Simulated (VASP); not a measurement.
Input of a VASP 6.6.1 run:

File INCAR:

```
SYSTEM = Ge
PREC = Accurate
ENCUT = 520
EDIFF = 1E-6
ISMEAR = 0
SIGMA = 0.03
LREAL = .FALSE.
LASPH = .TRUE.
NELM = 100
ALGO = Fast
ISIF = 2
LWAVE = .FALSE.
LCHARG = .FALSE.
GGA = PE
```

The input KPOINTS:

```
regular mesh
0
G
  8 8 8
  0 0 0
```

POSCAR

```
Ge
1.0
    0.0000000000      2.8289100000      2.8289100000
    2.8289100000      0.0000000000      2.8289100000
    2.8289100000      2.8289100000      0.0000000000
Ge
2
Direct
    0.7500000000      0.7500000000      0.7500000000
    0.5000000000      0.5000000000      0.5000000000
```

Potentials or basis: VASP PAW PBE potentials, release 64 (Ge_d).

The run is started by

```sh
$ cat potpaw_PBE.64/Ge_d/POTCAR > POTCAR
$ mpirun -np 1 vasp_std > vasp.out
```

Q: Predict the band gap on the k mesh.

A: 0.03 eV, direct.

Q: What does it give for the pressure?

A: 3.6 GPa.

**Experimental background.**

“Temperature-dependent photoluminescence in Ge: experiment and theory”, 2020, arxiv:2003.00143 reports, for a bulk crystal of Ge at 0 K: band gap 0.744 eV (indirect).

A measured gap of Ge is 0.744 eV (indirect; 0 K; “Temperature-dependent photoluminescence in Ge: experiment and theory”, 2020, arxiv:2003.00143); the calculated 0.03 eV misses it by -0.71 eV. 3 values of this kind are on record (0.666 to 0.807 eV); this one was drawn at random among those near their median. Spin-orbit coupling on Ge is left out. The value is that of PBE on a finite k mesh, which can miss the band edges, without temperature or zero-point motion. Semilocal functionals fall short of measured gaps as a rule.
